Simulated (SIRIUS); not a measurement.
# NiO under changes of volume

One of the cells (9.257 Å³/atom); the others are scaled copies at fixed shape and fractional positions:

```xyz
2
Lattice="0.0000 2.0997 2.0997 2.0997 0.0000 2.0997 2.0997 2.0997 0.0000" Properties=species:S:1:pos:R:3 pbc="T T T"
Ni    0.0000    0.0000    0.0000
O     2.0997    2.0997    2.0997
```

| Quantity | Value |
| --- | --- |
| Program | SIRIUS 7.12.0 |
| Functional | PBEsol |
| Potentials or basis | all-electron FP-LAPW |
| Cutoff | 306 eV |
| Basis | apw+lo standard |
| k mesh | 11 × 11 × 11 |
| Occupations | fermi-dirac, width 0.05 eV |
| Spin | collinear spin, ferromagnetic start |
| Starting moments | [1.0, 0.0] μB |

```csv
volume (Å³/atom),energy over the lowest point (meV/atom),moment (μB per cell)
8.531,?,?
8.713,0.00,1.23
8.894,2.42,1.29
9.257,20.34,1.42
9.439,34.31,1.51
9.620,50.93,1.59
```

Problem. What does the run at 8.531 Å³/atom give?

Solution. Energy over the lowest point 2.58 meV/atom; moment 1.14 μB per cell.

Worked out: A Birch-Murnaghan fit of order 3 (a polynomial in V^(-2/3)) to the other rows has its minimum at 8.72 Å³/atom with B0 = V·E''(V) = 230 GPa and B' = 7.3. It gives 3.01 meV/atom at 8.531 Å³/atom, against the run's 2.58. A parabola through the other rows of the moment, of slope 0.254 μB per Å³/atom there, extrapolates to 1.18 μB, against the run's 1.14. The fit is too stiff a form for this range.

Energies are extrapolated to zero smearing.

Caveats: a cell with one magnetic atom can't hold antiferromagnetic order, which such compounds often take.
